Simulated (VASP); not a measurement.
Crystal: CdTe.

```
CELL_PARAMETERS angstrom
0.00000 3.31040 3.31040
3.31040 0.00000 3.31040
3.31040 3.31040 0.00000
ATOMIC_POSITIONS crystal
Cd 0.00000 0.00000 0.00000
Te 0.25000 0.25000 0.25000
```

The cell was built by a generator and needn't be a form met in nature.

| Quantity | Value |
| --- | --- |
| Program | VASP 6.6.1 |
| Task | relaxation of cell and atoms |
| Functional | r2SCAN |
| Potentials or basis | VASP PAW PBE potentials, release 64 (Cd, Te) |
| Cutoff | 600 eV |
| k mesh | 6 × 6 × 6 |
| Occupations | fermi-dirac, width 0.02 eV |
| Spin | no spin polarisation |

At the start: pressure -1.0 GPa; volume 36.28 Å³/atom.

Q: How do energy, volume and symmetry change on relaxing?

A: Over 3 steps the energy falls by 3.2 meV/atom and the volume is 35.31 Å³/atom (-2.7 %); space group F-43m (No. 216, to 0.05 Å).

The path:
```tsv
step	energy change (eV)	largest force (eV/Å)	pressure (GPa)	volume (Å³)
1	0.0000	0.0000	-1.01	72.56
2	-0.0060	0.0000	0.26	70.19
3	-0.0063	0.0000	0.01	70.62
```

Final structure:
```xyz
2
Lattice="0.0000 3.2807 3.2807 3.2807 0.0000 3.2807 3.2807 3.2807 0.0000" Properties=species:S:1:pos:R:3 pbc="T T T"
Cd    0.0000    0.0000    0.0000
Te    1.6403    1.6403    1.6403
```

Caveat: the PAW data sets were made with another functional, which shifts forces and pressure a little.
